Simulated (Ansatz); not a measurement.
# HfSiO4: the cost of one run

Method: DFT PBEsol, scalar-relativistic, plane waves, PAW, in Ansatz 0.2.0.

### Step 1. The structure to begin with

It takes space group I4_1/amd (No. 141, tetragonal). The conventional cell has a = 6.572 Å, b = 6.572 Å, c = 5.963 Å, α = 90.00°, β = 90.00°, γ = 90.00°. Hf (site symmetry -4m2) has 8 O at 2.11 to 2.26 Å as nearest neighbours. Si (site symmetry -4m2) is surrounded by 4 O at 1.62 Å. O (site symmetry m) has 1 Si at 1.62 Å and 2 Hf at 2.11 to 2.26 Å as nearest neighbours.

Coordinates:

```xyz
12
Lattice="-3.2862 3.2862 2.9816 3.2862 -3.2862 2.9816 3.2862 3.2862 -2.9816" Properties=species:S:1:pos:R:3 pbc="T T T"
Hf    0.0000    3.2862    1.4908
Hf    0.0000    0.0000    0.0000
Si    3.2862    0.0000    1.4908
Si    0.0000    0.0000    2.9816
O     3.2862    2.0736   -1.0746
O     4.4989    0.0000    0.4162
O     0.0000    1.2126    1.9070
O     2.0736    0.0000    0.4162
O     3.2862    1.2126    2.5654
O     1.2126    0.0000    4.0562
O     3.2863   -1.2126    2.5654
O     2.0736    3.2862    1.0746
```

The structure rests on an entry of the Crystallography Open Database; cell or positions may have been set otherwise for this series.

### Step 2. Relaxing cell and atoms: HfSiO4, no spin

input.yaml reads:

```yaml
crystal:
  lattice:
    - [-3.28625, 3.28625, 2.9816]
    - [3.28625, -3.28625, 2.9816]
    - [3.28625, 3.28625, -2.9816]
  atoms:
    - { symbol: Hf, position: [0.75, 0.25, 0.5] }
    - { symbol: Hf, position: [0.0, 0.0, 0.0] }
    - { symbol: Si, position: [0.25, 0.75, 0.5] }
    - { symbol: Si, position: [0.5, 0.5, 0.0] }
    - { symbol: O, position: [0.1353, 0.3198, 0.8155] }
    - { symbol: O, position: [0.0698, 0.7543, 0.6845] }
    - { symbol: O, position: [0.5043, 0.3198, 0.1845] }
    - { symbol: O, position: [0.0698, 0.3853, 0.3155] }
    - { symbol: O, position: [0.6147, 0.9302, 0.6845] }
    - { symbol: O, position: [0.6802, 0.8647, 0.1845] }
    - { symbol: O, position: [0.2457, 0.9302, 0.3155] }
    - { symbol: O, position: [0.6802, 0.4957, 0.8155] }
scf:
  occupations: { method: fixed }
output:
  forces: true
  stress: true
  eigenvalues: true
  write_density: true
  write_potential: true
  elf: true
  volumetric_format: npy
hamiltonian:
  xc: pbesol
basis:
  ecutwfc: 600
kpoints:
  mp_grid: { grid: [4, 4, 4] }
relax:
  f_tol: 0.003
  max_steps: 80
  cell: { stress_tol: 0.05 }
```

Run with:

```console
$ ansatz run input.yaml --threads 4 --pin off --max-ram 10240MiB --backend cpu --events-out ev --progress --plain --runs-dir out
```

**Question.** How long does this run take on 4 threads of Intel Xeon Platinum 8488C (Sapphire Rapids), shared host, and how much memory does it need?

About 19 s, with a peak of 0.87 GiB.
